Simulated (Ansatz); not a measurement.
## BAs: frozen-core PAW against all-electron methods

```yaml
crystal:
  lattice:
    - [0.00000, 2.43627, 2.38850]
    - [2.43627, 0.00000, 2.38850]
    - [2.43627, 2.43627, 0.00000]
  atoms:
    - { symbol: B, position: [0.00000, 0.00000, 0.00000] }
    - { symbol: As, position: [0.75000, 0.75000, 0.75000] }
```

Atoms are numbered in the order listed.

Conventional cell: a = 3.445 Å, b = 3.445 Å, c = 4.777 Å, α = 90.00°, β = 90.00°, γ = 90.00°. Around B (atom 1) lie 4 As at 2.10 Å. Around As (atom 2) lie 4 B at 2.10 Å.

The cell comes from COD entry 9008833, which wasn't checked; take it as a given geometry. The listed cell was then made from it by scaling, straining or moving an atom.

Methods: DFT, LDA, PAW with Ansatz's default frozen-core files, scalar-relativistic (Ansatz 0.2.0); DFT, LDA, all-electron LAPW, scalar-relativistic (Ansatz 0.2.0).

For PAW: a Γ-centred 15×15×15 k mesh, Fermi–Dirac smearing of 0.03 eV, cutoff 420 eV, no spin polarisation; the PAW files were made with PBE, and the program remakes their frozen cores for this functional. LAPW targets a basis error of 0.25 meV/atom. The Ansatz runs share mesh, smearing and spin set-up. Plane-wave (PAW) pressures include the program's estimate of the Pulay term.

Stress and pressure are positive in compression.

The change that made this cell: equal xx and yy strain of +2 %.

PAW results:

```
       quantity    PAW
 pressure (GPa)  -8.69
stress xx (GPa)  -9.98
stress zz (GPa)  -6.11
  band gap (eV)  0.876
```

(1) What does all-electron LAPW give for the same quantities?

Results:

(1) 
```
       quantity   LAPW
 pressure (GPa)  -8.68
stress xx (GPa)  -9.97
stress zz (GPa)  -6.11
  band gap (eV)  0.878
```
